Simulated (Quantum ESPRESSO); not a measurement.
**Bi2TeSe2 (Skippenite): equation of state with LDA**

Bi2TeSe2 (Skippenite):

```
Bi Te Se
1.0
     2.09150    1.20753    9.71233
    -2.09150    1.20753    9.71233
     0.00000   -2.41506    9.71233
Bi Te Se
2 1 2
Cartesian
  0.0000 0.0000 17.5387
  0.0000 0.0000 11.5983
  0.0000 0.0000 0.0000
  0.0000 0.0000 22.9716
  0.0000 0.0000 6.1654
```

| Property | Result |
| --- | --- |
| Program | Quantum ESPRESSO 7.5 |
| Task | equation of state |
| Functional | LDA |
| Potentials or basis | PseudoDojo 0.4.1 SR LDA standard |
| Cutoff | 1170 eV |
| Density cutoff | 4680 eV |
| k mesh | 4 × 4 × 4 |
| Occupations | fermi-dirac, width 0.05 eV |
| Spin | no spin polarisation |

The equilibrium volume is 29.62 Å³/atom, the bulk modulus at fixed shape and positions is 63 GPa and the pressure derivative of the bulk modulus is 4.5.

Energy against volume, from the lowest point:
```tsv
volume (Å³/atom)	energy (meV/atom)
27.669	28.22
28.257	13.09
28.846	3.89
29.435	0.00
30.023	0.86
30.612	5.97
31.201	14.89
```

All runs of the series together: 27 min on 2 threads of Intel(R) Xeon(R) 6975P-C (Granite Rapids), on a shared host.

Caveat: the k mesh is coarse (spacing up to 0.44 Å⁻¹), so the values aren't converged; the cell was scaled at fixed shape and fractional positions, which overstates the stiffness of a crystal with free parameters, most of all of layers and chains.
